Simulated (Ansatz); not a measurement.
# NiO (Fm-3m) in Ansatz: a series of runs, part 2 of 2

Ansatz 0.2.0. Earlier steps stand in the parts before.

## 3. Single point, r2SCAN+D4, collinear spin, ferromagnetic start, 8.53 Å³/atom (volume scaled by 0.94)

The input, input.yaml:

```yaml
crystal:
  lattice:
    - [0.0, 2.0433202721, 2.0433202721]
    - [2.0433202721, 0.0, 2.0433202721]
    - [2.0433202721, 2.0433202721, 0.0]
  atoms:
    - { symbol: Ni, position: [0.0, 0.0, 0.0], spin: 1.0 }
    - { symbol: O, position: [0.5, 0.5, 0.5] }
hamiltonian:
  xc: r2scan
  pseudopotentials: { kind: paw }
  dispersion: d4
magnetization:
  spin_polarized: true
kpoints:
  mp_grid: { grid: [11, 11, 11] }
scf:
  occupations: { method: fermi_dirac, width: 0.05 }
output:
  forces: true
  stress: true
  eigenvalues: true
```

Potentials or basis: Ansatz PAW.

The run is started by

```console
$ ansatz run input.yaml --threads 2 --pin off --max-ram 5120MiB --backend cpu --events-out ev --progress --plain --runs-dir out
```

Standard output:

```text
Warning: RAYON_NUM_THREADS=2 ignored (pool sized by the plan → 2); use --threads N
Engine: ansatz 0.2.0, aarch64-unknown-linux-gnu
Pseudopotentials: kind: paw
Pseudopotential: Ni, paw, valence charge 18, recommended cutoff 500 eV (meta_gga), Ni.paw.azcp
Pseudopotential: O, paw, valence charge 6, recommended cutoff 500 eV (meta_gga), O.paw.azcp
Functional definition: r2SCAN
  parameter k0 = 0.174
  parameter k1 = 0.065
  parameter a1 = 4.9479
  exchange = r2scan_x(k0 = k0, k1 = k1, a1 = a1)
  correlation = r2scan_c
Crystal: 2 atoms, lattice volume = 17.062 Å³
[... 53 lines left out ...]
  E_hartree    = 1606.769485
  E_xc         = -150.764338
  E_vxc        = -219.261938  (∫ρ·V_xc dr)
  E_paw        = -1808.464401  (= ΣΔE_a)
  E_vpaw       = -602.340484  (= ΣTr[D̂ρ^β])
  E_aug_tail   = 0.001038  (compensation charges beyond the density's cutoff)
  E_vtau       = 14.427589  (kinetic-family band-sum trace: ∫τ·v_τ [+ j·A + Jᵃ·Aᵃ] dr)
  E_ewald      = -3322.626649
  E_disp       = -0.245027  (pairwise vdW)
  E_core_change = -0.332010  (= ΣΔE_core)
  E_smearing   = -0.000021  (= −TS)
  E_closure    = 0.000000  (closes the sum)
  Σ components = -6413.613169   (vs F -6413.613169, Δ=0.00e0)
--- Forces (eV/Å), atoms counted from 1 ---
  atom   1  Ni    -0.00000000     0.00000000    -0.00000000
  atom   2  O      0.00000000    -0.00000000     0.00000000
  max |Σ_I F_I| component: 7.36e-30 eV/Å
--- Stress (GPa, compression-positive) ---
       17.438313      -0.000000       0.000000
       -0.000000      17.438313      -0.000000
       -0.000000      -0.000000      17.438313
  P = ⅓ Tr σ = 17.4383 GPa (174.383 kbar)
--- Band table (eV; the first three rows and the last of 112) ---
  k-point 0 ↑: bands = ["-93.3104", "-52.1988", "-52.1988", "-52.1988", "-6.3269", "11.4122", "11.4122", "12.2364", "12.2364", "12.2364", "12.3421", "12.3421", "12.3421", "17.9933", "34.4113", "35.6038", "35.6038"]
  k-point 1 ↑: bands = ["-93.3102", "-52.2019", "-52.1992", "-52.1992", "-6.2228", "10.8738", "10.8738", "11.3273", "12.2079", "12.2079", "12.6990", "13.0024", "13.0024", "18.5820", "32.5464", "35.3683", "35.3683"]
  k-point 2 ↑: bands = ["-93.3095", "-52.2100", "-52.2003", "-52.2003", "-5.9308", "9.9292", "10.1073", "10.1073", "12.3626", "12.3626", "12.9284", "13.8710", "13.8710", "19.8423", "30.2452", "34.3057", "34.3057"]
  k-point 55 ↓: bands = ["-90.1774", "-49.2451", "-49.2429", "-49.2307", "-3.9764", "9.1817", "9.2488", "10.3307", "13.9431", "14.0908", "14.3453", "17.2592", "17.9379", "26.0908", "27.6464", "27.9181", "31.3961"]
```

It took 5.6 s on 2 threads of Arm Neoverse V1, shared host; peak memory 0.37 GiB.

What came out:

```yaml
Free_energy: -6413.6132 eV
Pressure: 17.4 GPa
Band_gap_on_the_k_mesh: 0.59 eV, indirect (least direct gap 1.68 eV)
Net_moment: 2.00 μB per cell
Absolute_moment: 2.01 μB per cell
Site_moments: Ni +1.66; O +0.29 μB
```

Caveat: the magnetic or orbital state may not be the lowest; odd divisions of the mesh miss points on the zone boundary, where band edges often lie, so the gap on the mesh can be too wide; the pressure holds a Pulay correction of +0.3 GPa for the finite cutoff; a cell with one magnetic atom can't hold antiferromagnetic order, which such compounds often take; the PAW data sets come from PBE, with cores solved anew for the run's functional, which leaves a small shift of forces and pressure.

## 4. Single point, r2SCAN+D4, collinear spin, ferromagnetic start, 8.71 Å³/atom (volume scaled by 0.96)

input.yaml: that of step 3 with these lines changed.

```diff
@@ -2,5 +2,5 @@
   lattice:
-    - [0.0, 2.0433202721, 2.0433202721]
-    - [2.0433202721, 0.0, 2.0433202721]
-    - [2.0433202721, 2.0433202721, 0.0]
+    - [0.0, 2.0577103256, 2.0577103256]
+    - [2.0577103256, 0.0, 2.0577103256]
+    - [2.0577103256, 2.0577103256, 0.0]
   atoms:
```

The run is started by

```console
$ ansatz run input.yaml --threads 2 --pin off --max-ram 5120MiB --backend cpu --events-out ev --progress --plain --runs-dir out
```

Wall time 5.7 s (2 threads of Arm Neoverse V1, shared host); peak memory 0.37 GiB.

It converged, with:

```yaml
Free_energy: -6413.6456 eV
Pressure: 11.3 GPa
Band_gap_on_the_k_mesh: 0.67 eV, indirect (least direct gap 1.71 eV)
Net_moment: 2.00 μB per cell
Absolute_moment: 2.01 μB per cell
Site_moments: Ni +1.66; O +0.29 μB
```

Caveat: the magnetic or orbital state may not be the lowest; odd divisions of the mesh miss points on the zone boundary, where band edges often lie, so the gap on the mesh can be too wide; a cell with one magnetic atom can't hold antiferromagnetic order, which such compounds often take; the PAW data sets come from PBE, with cores solved anew for the run's functional, which leaves a small shift of forces and pressure.

## 5. Single point, r2SCAN+D4, collinear spin, ferromagnetic start, 8.89 Å³/atom (volume scaled by 0.98)

input.yaml: that of step 4 with these lines changed.

```diff
@@ -2,5 +2,5 @@
   lattice:
-    - [0.0, 2.0577103256, 2.0577103256]
-    - [2.0577103256, 0.0, 2.0577103256]
-    - [2.0577103256, 2.0577103256, 0.0]
+    - [0.0, 2.0719018797, 2.0719018797]
+    - [2.0719018797, 0.0, 2.0719018797]
+    - [2.0719018797, 2.0719018797, 0.0]
   atoms:
@@ -22 +22,5 @@
   eigenvalues: true
+  write_density: true
+  write_potential: true
+  elf: true
+  volumetric_format: npy
```

The run is started by

```console
$ ansatz run input.yaml --threads 2 --pin off --max-ram 5120MiB --backend cpu --events-out ev --progress --plain --runs-dir out
```

Run time: 6.2 s. Hardware: 2 threads of Arm Neoverse V1, shared host; peak memory 0.37 GiB.

It converged, with:

- Free energy: -6413.6649 eV
- Pressure: 5.9 GPa
- Band gap on the k mesh: 0.75 eV, indirect (least direct gap 1.75 eV)
- Net moment: 2.00 μB per cell
- Absolute moment: 2.01 μB per cell
- Site moments: Ni +1.66; O +0.29 μB

Caveat: the magnetic or orbital state may not be the lowest; odd divisions of the mesh miss points on the zone boundary, where band edges often lie, so the gap on the mesh can be too wide; a cell with one magnetic atom can't hold antiferromagnetic order, which such compounds often take; the PAW data sets come from PBE, with cores solved anew for the run's functional, which leaves a small shift of forces and pressure.

## 6. Single point, r2SCAN+D4, collinear spin, ferromagnetic start, 9.08 Å³/atom

input.yaml: that of step 5 with these lines changed.

```diff
@@ -2,5 +2,5 @@
   lattice:
-    - [0.0, 2.0719018797, 2.0719018797]
-    - [2.0719018797, 0.0, 2.0719018797]
-    - [2.0719018797, 2.0719018797, 0.0]
+    - [0.0, 2.0859016414, 2.0859016414]
+    - [2.0859016414, 0.0, 2.0859016414]
+    - [2.0859016414, 2.0859016414, 0.0]
   atoms:
@@ -22,5 +22 @@
   eigenvalues: true
-  write_density: true
-  write_potential: true
-  elf: true
-  volumetric_format: npy
```

Potentials or basis: Ansatz PAW.

The run is started by

```console
$ ansatz run input.yaml --threads 2 --pin off --max-ram 5120MiB --backend cpu --events-out ev --progress --plain --runs-dir out
```

Run time: 5.6 s. Hardware: 2 threads of Arm Neoverse V1, shared host; peak memory 0.37 GiB.

It converged, with:

```yaml
Free_energy: -6413.6728 eV
Pressure: 1.1 GPa
Band_gap_on_the_k_mesh: 0.82 eV, indirect (least direct gap 1.77 eV)
Net_moment: 2.00 μB per cell
Absolute_moment: 2.02 μB per cell
Site_moments: Ni +1.67; O +0.29 μB
```

Caveat: the magnetic or orbital state may not be the lowest; odd divisions of the mesh miss points on the zone boundary, where band edges often lie, so the gap on the mesh can be too wide; a cell with one magnetic atom can't hold antiferromagnetic order, which such compounds often take; the PAW data sets come from PBE, with cores solved anew for the run's functional, which leaves a small shift of forces and pressure.

## 7. Single point, r2SCAN+D4, collinear spin, ferromagnetic start, 9.26 Å³/atom (volume scaled by 1.02)

input.yaml: that of step 6 with these lines changed.

```diff
@@ -2,5 +2,5 @@
   lattice:
-    - [0.0, 2.0859016414, 2.0859016414]
-    - [2.0859016414, 0.0, 2.0859016414]
-    - [2.0859016414, 2.0859016414, 0.0]
+    - [0.0, 2.0997159621, 2.0997159621]
+    - [2.0997159621, 0.0, 2.0997159621]
+    - [2.0997159621, 2.0997159621, 0.0]
   atoms:
```

The run is started by

```console
$ ansatz run input.yaml --threads 2 --pin off --max-ram 5120MiB --backend cpu --events-out ev --progress --plain --runs-dir out
```

Wall time 5.8 s (2 threads of Arm Neoverse V1, shared host); peak memory 0.37 GiB.

It converged, with:

```yaml
Free_energy: -6413.6705 eV
Pressure: -3.1 GPa
Band_gap_on_the_k_mesh: 0.89 eV, indirect (least direct gap 1.80 eV)
Net_moment: 2.00 μB per cell
Absolute_moment: 2.02 μB per cell
Site_moments: Ni +1.67; O +0.28 μB
```

Caveat: the magnetic or orbital state may not be the lowest; odd divisions of the mesh miss points on the zone boundary, where band edges often lie, so the gap on the mesh can be too wide; a cell with one magnetic atom can't hold antiferromagnetic order, which such compounds often take; the PAW data sets come from PBE, with cores solved anew for the run's functional, which leaves a small shift of forces and pressure.

## 8. Single point, r2SCAN+D4, collinear spin, ferromagnetic start, 9.44 Å³/atom (volume scaled by 1.04)

input.yaml: that of step 7 with these lines changed.

```diff
@@ -2,5 +2,5 @@
   lattice:
-    - [0.0, 2.0997159621, 2.0997159621]
-    - [2.0997159621, 0.0, 2.0997159621]
-    - [2.0997159621, 2.0997159621, 0.0]
+    - [0.0, 2.1133508634, 2.1133508634]
+    - [2.1133508634, 0.0, 2.1133508634]
+    - [2.1133508634, 2.1133508634, 0.0]
   atoms:
```

The run is started by

```console
$ ansatz run input.yaml --threads 2 --pin off --max-ram 5120MiB --backend cpu --events-out ev --progress --plain --runs-dir out
```

It took 5.8 s on 2 threads of Arm Neoverse V1, shared host; peak memory 0.37 GiB.

The run converged. Its results:

* Free energy: -6413.6844 eV
* Pressure: -6.7 GPa
* Band gap on the k mesh: 0.95 eV, indirect (least direct gap 1.82 eV)
* Net moment: 2.00 μB per cell
* Absolute moment: 2.02 μB per cell
* Site moments: Ni +1.67; O +0.28 μB

Caveat: the magnetic or orbital state may not be the lowest; odd divisions of the mesh miss points on the zone boundary, where band edges often lie, so the gap on the mesh can be too wide; a cell with one magnetic atom can't hold antiferromagnetic order, which such compounds often take; the PAW data sets come from PBE, with cores solved anew for the run's functional, which leaves a small shift of forces and pressure.

## 9. Single point, r2SCAN+D4, collinear spin, ferromagnetic start, 9.62 Å³/atom (volume scaled by 1.06)

input.yaml: that of step 8 with these lines changed.

```diff
@@ -2,5 +2,5 @@
   lattice:
-    - [0.0, 2.1133508634, 2.1133508634]
-    - [2.1133508634, 0.0, 2.1133508634]
-    - [2.1133508634, 2.1133508634, 0.0]
+    - [0.0, 2.1268120599, 2.1268120599]
+    - [2.1268120599, 0.0, 2.1268120599]
+    - [2.1268120599, 2.1268120599, 0.0]
   atoms:
@@ -22 +22,5 @@
   eigenvalues: true
+  write_density: true
+  write_potential: true
+  elf: true
+  volumetric_format: npy
```

Potentials or basis: Ansatz PAW.

The run is started by

```console
$ ansatz run input.yaml --threads 2 --pin off --max-ram 5120MiB --backend cpu --events-out ev --progress --plain --runs-dir out
```

Run time: 6.5 s. Hardware: 2 threads of Arm Neoverse V1, shared host; peak memory 0.38 GiB.

The run converged. Its results:

```
Free energy            : -6413.6645 eV
Pressure               : -10.5 GPa
Band gap on the k mesh : 1.00 eV, indirect (least direct gap 1.84 eV)
Net moment             : 2.00 μB per cell
Absolute moment        : 2.02 μB per cell
Site moments           : Ni +1.68; O +0.28 μB
```

Caveat: the magnetic or orbital state may not be the lowest; odd divisions of the mesh miss points on the zone boundary, where band edges often lie, so the gap on the mesh can be too wide; a cell with one magnetic atom can't hold antiferromagnetic order, which such compounds often take; the PAW data sets come from PBE, with cores solved anew for the run's functional, which leaves a small shift of forces and pressure.

## 10. Equation of state, r2SCAN+D4, collinear spin, ferromagnetic start

No new run: the results of the series are fitted here.

What came out:

| Quantity | Value |
| --- | --- |
| Equilibrium volume | 9.27 Å³/atom (rough: see the caveat) |
| Bulk modulus | 132 GPa (rough) |

Energy against volume, from the lowest point:
```csv
volume (Å³/atom),energy (meV/atom)
8.531,35.61
8.713,19.40
8.894,9.74
9.076,5.80
9.257,6.96
9.439,0.00
9.620,9.97
```

Caveat: the magnetic or orbital state may not be the lowest; the fit is doubtful: noisy points or a state that changes with volume; the fit of the energies and the printed pressures disagree; the PAW data sets were made with another functional, which shifts forces and pressure a little.

## 11. How close it comes

Step 2. A measured gap of NiO is 4.3 eV (quoted in “Local correlations, non-local screening, multiplets, and band formation in NiO”, 2012, arxiv:1210.6675); the calculated 0.00 eV misses it by -4.30 eV. So large a miss can be the level of theory's own, or it may mean another phase, state or a wrong row. The value is that of PBEsol on a finite k mesh, which can miss the band edges, without temperature or zero-point motion. Semilocal functionals fall short of measured gaps as a rule. The run's magnetic order (collinear spin, ferromagnetic start) needn't be the measured crystal's.
